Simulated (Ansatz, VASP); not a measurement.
## Si54HC53 (H_C) in two plane-wave programs

Wanted: the spread between two codes on one cell, functional and k mesh. The cell is taken from a series of runs on this material, whose earlier steps may have relaxed, scaled, displaced or heated it; both programs get it as it stands.

Method: plane waves, with VASP 6.6.1 beside it; single point at PBEsol, in Ansatz 0.2.0.

## 1. Starting point

The cell holds 108 atoms: 54 Si, 53 C and 1 H. Its edges and angles: a = 9.236 Å, b = 9.236 Å, c = 15.108 Å, α = 90.0°, β = 90.0°, γ = 120.0°. It derives from SiC (SiC (P6_3mc)). Nearest the centre at fractional (0.556, 0.444, 0.542): H108 at 0.33 Å, Si47 at 2.02 Å, Si29 at 2.19 Å, Si53 at 2.20 Å, Si27 at 2.22 Å, C65 at 3.07 Å, C77 at 3.07 Å, C88 at 3.07 Å. The cell carries charge +3.

## 2. VASP: single point, PBEsol, pair 1

With cell and atoms fixed, the geometry can't cause a difference; cores, projectors, grids and the points listed under the comparison can.

Lines of VASP's logs that name or quote its potential files are left out, and so is its time.

INCAR

```
SYSTEM = Si54HC53
PREC = Accurate
ENCUT = 520
EDIFF = 1E-06
NELM = 120
ISMEAR = -1
SIGMA = 0.01
LREAL = Auto
ALGO = Normal
GGA = PS
NELECT = 426
NBANDS = 288
LORBIT = 11
LWAVE = .FALSE.
LCHARG = .FALSE.
ISIF = 2
ISYM = 0
LASPH = .TRUE.
GGA_COMPAT = .FALSE.
EFERMI = MIDGAP
KPAR = 4
```

POSCAR

```
Si54HC53
1.0
    9.2359949282      0.0000000000      0.0000000000
   -4.6179974641      7.9986062370      0.0000000000
    0.0000000000      0.0000000000     15.1078644027
Si C H
54 53 1
Direct
    0.1112817022      0.2215876031      0.8342309986
    0.2214731230      0.1084206879      0.3307286227
    0.2203824438      0.1106926812      0.6678908150
[... 1 atom line left out ...]
    0.9996006955      0.0011428697      0.4985600734
[... 2 atom lines left out ...]
    0.2212047541      0.4473898560      0.3307424888
    0.2207178627      0.4427040415      0.6681099868
[... 1 atom line left out ...]
    0.9974270243      0.3325268542      0.4982879297
[... 5 atom lines left out ...]
    0.0019612430      0.6681297356      0.4980064929
[... 1 atom line left out ...]
    0.4448850714      0.2207928267      0.8368619913
    0.5542861733      0.1103635024      0.3311624137
    0.5576861234      0.1104377268      0.6676509103
[... 1 atom line left out ...]
    0.3327841759      0.9989625667      0.4980033436
[... 1 atom line left out ...]
    0.4450996926      0.5556950144      0.8368779628
    0.5560091859      0.4447275780      0.3318285561
    0.5567194626      0.4440532245      0.6887625925
[... 1 atom line left out ...]
    0.2976757011      0.3154425446      0.4922768331
[... 2 atom lines left out ...]
    0.5533792973      0.7796452662      0.3307566833
    0.5581444516      0.7801260777      0.6680946055
[... 1 atom line left out ...]
    0.3327285667      0.6682142876      0.4977207819
[... 5 atom lines left out ...]
    0.6683283352      0.0034634230      0.4982974906
[... 1 atom line left out ...]
    0.7800865720      0.5560089942      0.8368165070
    0.8905091893      0.4465174139      0.3311794407
    0.8903843131      0.4431422072      0.6676627343
[... 1 atom line left out ...]
    0.6747645907      0.3263465821      0.4959010721
[... 2 atom lines left out ...]
    0.8922797868      0.7792168259      0.3307119228
    0.8901005426      0.7803787175      0.6678858680
[... 1 atom line left out ...]
    0.6851716826      0.7027620095      0.4923152253
[... 3 atom lines left out ...]
    0.1115341367      0.2219489126      0.7084257228
[... 1 atom line left out ...]
    0.2234301519      0.1112504443      0.5422059471
[... 5 atom lines left out ...]
    0.2249387435      0.4469106958      0.5423952899
[... 2 atom lines left out ...]
    0.0001951960      0.6676366734      0.3739678164
[... 5 atom lines left out ...]
    0.3331812759      0.0006229001      0.3739700215
    0.4441152149      0.2201460549      0.7076642956
[... 1 atom line left out ...]
    0.5541075409      0.1117604378      0.5422457021
[... 2 atom lines left out ...]
    0.3328409097      0.3338336587      0.3740672057
    0.4448287672      0.5560322364      0.7074111395
[... 3 atom lines left out ...]
    0.3330726027      0.6677082793      0.3738841898
[... 2 atom lines left out ...]
    0.5540701924      0.7761067375      0.5423505403
[... 3 atom lines left out ...]
    0.7786301432      0.2221820184      0.7083277124
[... 4 atom lines left out ...]
    0.6664524116      0.3345676267      0.3742551418
    0.7806180429      0.5566294328      0.7076556576
[... 1 atom line left out ...]
    0.8893298259      0.4468690534      0.5422640153
[... 2 atom lines left out ...]
    0.6667348509      0.6678354123      0.3740221791
    0.7788880501      0.8892849915      0.7084228508
[... 1 atom line left out ...]
    0.8895426365      0.7773362240      0.5422117806
[... 1 atom line left out ...]
    0.5753402979      0.4269454767      0.5318109527
```

KPOINTS

```
Points of the shifted mesh
8
Reciprocal
 0.2500000000  0.2500000000  0.2500000000 1
 0.2500000000  0.2500000000  0.7500000000 1
 0.2500000000  0.7500000000  0.2500000000 1
 0.2500000000  0.7500000000  0.7500000000 1
 0.7500000000  0.2500000000  0.2500000000 1
 0.7500000000  0.2500000000  0.7500000000 1
 0.7500000000  0.7500000000  0.2500000000 1
 0.7500000000  0.7500000000  0.7500000000 1
```

Potentials, in the order of the species: Si, C and H (PBE family, release 64).

On the command line:

```bash
mpirun -np 8 vasp_std
```

Numbers of over 12 decimals in the logs are rounded to 6 here.

Output:

```text
[banner, memory and clock lines left out]
running    8 mpi-ranks, on    1 nodes
[...]
|                                                                             |
|           W    W    AA    RRRRR   N    N  II  N    N   GGGG   !!!           |
|           W    W   A  A   R    R  NN   N  II  NN   N  G    G  !!!           |
|           W    W  A    A  R    R  N N  N  II  N N  N  G       !!!           |
|           W WW W  AAAAAA  RRRRR   N  N N  II  N  N N  G  GGG   !            |
|           WW  WW  A    A  R   R   N   NN  II  N   NN  G    G                |
|           W    W  A    A  R    R  N    N  II  N    N   GGGG   !!!           |
|                                                                             |
|     For optimal performance we recommend to set                             |
|       NCORE = 2 up to number-of-cores-per-socket                            |
|     NCORE specifies how many cores store one orbital (NPAR=cpu/NCORE).      |
|     This setting can greatly improve the performance of VASP for DFT.       |
[...]
DAV:   5    -0.972965505384E+03   -0.97058E-01   -0.96902E-01  5632   0.160E+00BRMIX: very serious problems
 the old and the new charge density differ
 old charge density:   429.00000 new  426.00000
BRMIX: very serious problems
 the old and the new charge density differ
 old charge density:   429.00000 new  426.00000
BRMIX: very serious problems
 the old and the new charge density differ
 old charge density:   429.00000 new  426.00000
BRMIX: very serious problems
 the old and the new charge density differ
 old charge density:   429.00000 new  426.00000
    0.641E+01
DAV:   6    -0.880091394107E+03    0.92874E+02   -0.29060E+02  5320   0.225E+01    0.290E+01
DAV:   7    -0.876903048984E+03    0.31883E+01   -0.29220E+01  5752   0.779E+00    0.119E+01
DAV:   8    -0.876309691530E+03    0.59336E+00   -0.29931E+00  5368   0.252E+00    0.400E+00
DAV:   9    -0.876197317585E+03    0.11237E+00   -0.39118E-01  5400   0.991E-01    0.683E-01
[...]
DAV:  14    -0.876199085937E+03    0.38280E-05   -0.12816E-05  5872   0.841E-03    0.109E-02
DAV:  15    -0.876199087494E+03   -0.15563E-05   -0.15306E-05  5400   0.629E-03    0.377E-03
DAV:  16    -0.876199087656E+03   -0.16255E-06   -0.88411E-07  2888   0.198E-03
   1 F= -.87619909E+03 E0= -.87619909E+03  d E =0.000000E+00
```

From OUTCAR (step 2):

```text
  FREE ENERGIE OF THE ION-ELECTRON SYSTEM (eV)
  ---------------------------------------------------
  free  energy   TOTEN  =      -876.1990876561 eV

  energy  without entropy=     -876.1990876561  energy(sigma->0) =     -876.19908766
```

The run ends at a pressure of -3.82 GPa, with forces up to 0.27 eV/Å.

## 3. Ansatz: single point, PBEsol, pair 1

Ansatz runs on its PAW soft_1 files.

The same cell, functional, mesh and smearing now go to Ansatz.

input.yaml

```yaml
crystal:
  checkpoint: "../qp3.relax.run"
  host: checkpoint
total_charge: 3
basis:
  ecutwfc: 420
  xc_grid: 2
hamiltonian:
  xc: pbesol
  pseudopotentials: { kind: paw, azcp: { folder: soft_1 }, xc_functional: pbe }
kpoints:
  mp_grid: { grid: [2, 2, 2], shift: [0.5, 0.5, 0.5] }
scf:
  occupations: { method: fermi_dirac, width: 0.01 }
  max_iter: 100
output:
  forces: true
  eigenvalues: true
  charged_corrections:
    epsilon: [7.09, 7.09, 7.35]
    static_epsilon: [10.43, 10.43, 10.95]
    defect_position: [0.555556, 0.444444, 0.541528]
  eigenstates: { localisation: true }
  populations: true
  band_densities: [{ bands: [v1, v1] }, { bands: [c1, c1] }]
  write_density: true
  write_potential: true
  volumetric_format: npy
checkpoint:
  write: "../qp3.pbesol.run"
  compress: false
  write_wavefunctions: false
  write_every: 100000
```

On the command line:

```bash
ansatz run input.yaml --threads 4 --pin off --max-ram 15073MiB --backend cpu --events-out ev --progress --plain --runs-dir out
```

Output:

```text
crystal.checkpoint: the structure is that of <dir>, a `relax` run, at its step 12: its result, under r2scan at a charge of 3 e; 108 atoms read, 0 with a starting moment; this deck's functional is pbesol; no density is read with it (checkpoint.read); crystal.structure_sha256 for this input is
Engine: ansatz 0.2.0, aarch64-unknown-linux-gnu
Pseudopotentials: kind: paw
Pseudopotential: Si, paw, valence charge 4, recommended cutoff 420 eV (normal), soft_1/Si.paw.azcp
Pseudopotential: C, paw, valence charge 4, recommended cutoff 420 eV (normal), soft_1/C.paw.azcp
Pseudopotential: H, paw, valence charge 1, recommended cutoff 420 eV (normal), soft_1/H.paw.azcp
Functional definition: PBEsol
  exchange = pbesol_x
  correlation = pbesol_c
Crystal: 108 atoms, lattice volume = 1116.095 Å³
Basis set: ecut = 420 eV, 21747 PW (Γ), exchange–correlation on 128×128×216 points (8 copies of the dense FFT grid, shifted against one another)
Bands: 321, of which v1, the nominal top of the filled ones, is band 213 counted from 1 (212 counted from 0)
Symmetry: 1 space group operations
Space group: P1 (ITA 1), of the structure as read, at distance tolerance 1.0e-4 Å
k-points: 4 of 8 (time reversal used)
Non-local potential: Si, projectors of the file, l = 0: 2, l = 1: 2, l = 2: 1
Non-local potential: C, projectors of the file, l = 0: 2, l = 1: 2, l = 2: 1
Non-local potential: H, projectors of the file, l = 0: 2, l = 1: 1
PAW form: soft (Blöchl's): semilocal exchange-correlation on the pseudo side does not see the compensation charge
PAW frozen core: Si, regenerated for the run's functional, and the local potential with it (the file was generated under x = pbe(κ = 0.804, μ = 0.219515), c = pbe(β = 0.066725))
PAW frozen core: C, regenerated for the run's functional, and the local potential with it (the file was generated under x = pbe(κ = 0.804, μ = 0.219515), c = pbe(β = 0.066725))
PAW one-centre angular grid: Si, 110 points (default); XC on 64 Gauss nodes
PAW one-centre angular grid: C, 110 points (default); XC on 64 Gauss nodes
PAW one-centre angular grid: H, 110 points (default); XC on 64 Gauss nodes
Initial density: superposition of atomic densities (chi_scale 0.1, normalization cell, long waves kept (reshape's long-wave potential 0.09 eV rms))
Initial wavefunctions: pseudopotential atomic-orbital guess
Functional: x = pbesol(κ = 0.804, μ = 0.123457), c = pbesol(β = 0.046)
SCF iter   1: F=—  HF=-46789.809265 eV  |F-HF|=—  |Δ(HF+E_count)|=         —  Δρ=1.37e-1  dr2=2.64e2  ethr=3.10e-3  ⟨swp⟩=6.0  Hψ=5932  notcnv=0  defer=303
preconditioner: auto → Resta (q_TF=auto, 2.324 Å⁻¹)  ε∞=4.3  [insulator: Δε(μ)=3.897 eV  Ē_g=12.698 eV  σ=0.010 eV  W_gap=1.00  n_scr=244 (ndim 8)  ℏωp=22.9 eV  f_vac=0.000  D(μ)=0.00/eV (n_scr^D=0)  ε∞_Penn≈4.3]
SCF iter   2: F=—  HF=-46712.515226 eV  |F-HF|=—  |Δ(HF+E_count)|=    7.73e1  Δρ=4.53e-2  dr2=2.12e1  ethr=3.10e-3  ⟨swp⟩=4.0  Hψ=3024  notcnv=0  defer=406
SCF iter   3: F=—  HF=-46706.880280 eV  |F-HF|=—  |Δ(HF+E_count)|=    5.63e0  Δρ=1.83e-2  dr2=2.32e0  ethr=3.10e-3  ⟨swp⟩=3.0  Hψ=2143  notcnv=0  defer=406
SCF iter   4: F=—  HF=-46706.434092 eV  |F-HF|=—  |Δ(HF+E_count)|=   4.46e-1  Δρ=1.46e-3  dr2=2.66e-2  ethr=5.44e-4  ⟨swp⟩=2.5  Hψ=1650  notcnv=0  defer=406
SCF iter   5: F=—  HF=-46706.440786 eV  |F-HF|=—  |Δ(HF+E_count)|=   6.69e-3  Δρ=4.07e-4  dr2=1.81e-3  ethr=6.24e-6  ⟨swp⟩=3.0  Hψ=1674  notcnv=0  defer=406
SCF iter   6: F=—  HF=-46706.441441 eV  |F-HF|=—  |Δ(HF+E_count)|=   6.55e-4  Δρ=7.46e-5  dr2=7.63e-5  ethr=4.25e-7  ⟨swp⟩=2.5  Hψ=1848  notcnv=0  defer=406
SCF iter   7: F=—  HF=-46706.441997 eV  |F-HF|=—  |Δ(HF+E_count)|=   5.56e-4  Δρ=1.51e-5  dr2=3.74e-6  ethr=1.79e-8  ⟨swp⟩=2.5  Hψ=1997  notcnv=0  defer=406
SCF iter   8: F=—  HF=-46706.441997 eV  |F-HF|=—  |Δ(HF+E_count)|=   3.44e-7  Δρ=2.59e-6  dr2=1.10e-7  ethr=8.78e-10  ⟨swp⟩=2.0  Hψ=1724  notcnv=0  defer=406
SCF iter   9: F=-46706.441997 eV  HF=-46706.441997 eV  |F-HF|=2.97e-9  |Δ(HF+E_count)|=   1.54e-9  Δρ=5.21e-7  dr2=5.67e-9  ethr=2.35e-11  ⟨swp⟩=22.0  Hψ=13050  notcnv=0
SCF 1 converged in 9 iterations: F = -46706.441997 eV  dr2 = 5.67e-9
  greatest PAW one-centre occupation: 0.649 electrons in one spin orbital (limit 2), on the C atom at site 10 (counted from 0), in its partial waves of l = 0
SCF converged after 9 iterations
Free energy (F): -46706.441997 eV
Harris-Foulkes:  -46706.441997 eV  (|F-HF|=2.97e-9)
Internal energy: -46706.441997 eV  (E = F + TS)
E sigma→0 (E₀):  -46706.441997 eV
Fermi energy:    10.020122 eV
--- Per-component energies (eV) ---
  E_band       = 1459.665687
  E_kinetic    = 7050.932812
  E_local      = -5288.089327  (includes V_loc(G=0)·N_el)
  E_nonlocal   = 2420.779545
  E_hartree    = 1773.321937
  E_xc         = -5587.984998
  E_vxc        = -5769.479855  (∫ρ·V_xc dr)
  E_paw        = -31971.641348  (= ΣΔE_a)
  E_vpaw       = -501.122534  (= ΣTr[D̂ρ^β])
[...]
k-point 3: bands = [... 209 lower, 9.0076, 9.0763, 9.1421, 9.4574, 10.5767, 11.1478, 11.3066, 11.5863, ... 104 higher]
--- Löwdin populations: 108 sites ---
  site symbol       q [e]
     0     Si      2.9778
     1     Si      2.9786
     2     Si      2.9797
     3     Si      2.9895
     4     Si      2.9978
     5     Si      2.9891
     6      C      4.9103
     7      C      4.9115
     8      C      4.9014
     9      C      4.8956
    10      C      4.8843
    11      C      4.8997
    12     Si      2.9768
    13     Si      2.9767
    14     Si      2.9807
    15     Si      2.9912
    16     Si      3.0001
    17     Si      2.9893
    18      C      4.9103
    19      C      4.9098
    20      C      4.8963
    21      C      4.8955
    22      C      4.8779
    23      C      4.8977
[...]
100     Si      2.9751
   101     Si      2.9884
   102      C      4.9121
   103      C      4.8936
   104      C      4.9014
   105      C      4.8956
   106      C      4.8842
   107      C      4.8997
  spilling = 0.009518 (of n_electrons = 426.000000)
--- Band densities, each state counted as filled ---
  window                                       electrons  max residual (eV)  cut levels
  bands: [v1, v1]                               2.000000             2.1e-9           0
  bands: [c1, c1]                               2.000000             1.7e-4           0
```

## 4. Differences

Known differences besides the potentials themselves: the cutoff is 420 eV in Ansatz and 520 eV in VASP (PREC = Accurate, projectors in real space); Ansatz makes its cores anew for this functional, VASP keeps those of its PBE data sets. Total energies have different zeros and are not compared.

Compared:

```tsv
quantity	Ansatz	VASP	difference
gap on the k mesh (eV)	1.117	1.107	+0.010
```

Forces on 10 of the 108 atoms, those with the largest forces and the largest differences (eV/Å; atoms numbered as in POSCAR):

```tsv
atom	Ansatz x, y, z	VASP x, y, z
Si5	-0.127, 0.069, -0.104	-0.126, 0.068, -0.095
Si29	0.151, 0.196, 0.028	0.153, 0.197, 0.030
Si47	0.162, -0.097, -0.002	0.151, -0.092, 0.004
Si53	-0.086, -0.221, 0.019	-0.085, -0.223, 0.021
C59	0.084, -0.123, 0.105	0.095, -0.132, 0.113
C75	-0.017, -0.004, 0.012	-0.020, -0.019, 0.016
C81	-0.105, 0.059, -0.007	-0.121, 0.069, -0.002
C103	0.067, -0.006, -0.138	0.067, -0.014, -0.155
C106	0.143, -0.010, 0.098	0.155, -0.016, 0.102
H108	-0.232, 0.130, 0.052	-0.229, 0.129, 0.051
```

The forces differ by 4.3 meV/Å r.m.s., which is 8.0 % of the r.m.s. force of 0.054 eV/Å (both taken over all components). A gap on the mesh is an upper bound, since the band edges may lie between its points. The cell carries a charge of +3 e against a uniform background, so its pressure also hangs on how the neutralising background is counted, and in a defect's cell a gap may be the spacing between its levels.

## 5. Ansatz: single point, PBEsol, pair 2

A single point gives forces, pressure and levels at one fixed geometry, so differences don't come from the geometry; what else differs is listed under the comparison.

The cell is taken from a series of runs on this material, whose earlier steps may have relaxed, scaled, displaced or heated it; both programs get it as it stands.

Changes to input.yaml since step 3:

```diff
@@ -1,5 +1,5 @@
 crystal:
-  checkpoint: "../qp3.relax.run"
+  checkpoint: "../qp1.relax.run"
   host: checkpoint
-total_charge: 3
+total_charge: 1
 basis:
@@ -29,3 +29,3 @@
 checkpoint:
-  write: "../qp3.pbesol.run"
+  write: "../qp1.pbesol.run"
   compress: false
```

Output:

```text
[...]
Crystal: 108 atoms, lattice volume = 1116.095 Å³
Basis set: ecut = 420 eV, 21747 PW (Γ), exchange–correlation on 128×128×216 points (8 copies of the dense FFT grid, shifted against one another)
Bands: 322, of which v1, the nominal top of the filled ones, is band 214 counted from 1 (213 counted from 0)
Symmetry: 1 space group operations
[...]
k-points: 4 of 8 (time reversal used)
[...]
6      C      4.9187
     7      C      4.9201
[...]
104      C      4.9070
   105      C      4.9062
   106      C      4.8994
   107      C      4.9078
  spilling = 0.009587 (of n_electrons = 428.000000)
--- Band densities, each state counted as filled ---
  window                                       electrons  max residual (eV)  cut levels
  bands: [v1, v1]                               2.000000            8.5e-10           0
  bands: [c1, c1]                               2.000000             4.8e-4           0
[key lines of the parts left out:]
SCF converged after 8 iterations
Free energy (F): -46685.995818 eV
Fermi energy:    10.441224 eV
```

(Part 1 of 2 ends here.)

[Lines on the potential files, build, host, timing and source positions are cut from VASP's logs without a mark.]

[Logs are printed without paths, hosts, clocks, repeated set-up lines and the standing remarks that a program may print on its own settings, such as how far it seeks lower states.]

[Hosts, paths, dates, database ids (printed as entryN), source tags and the programs' standing remarks are cut or masked in the printed files.]
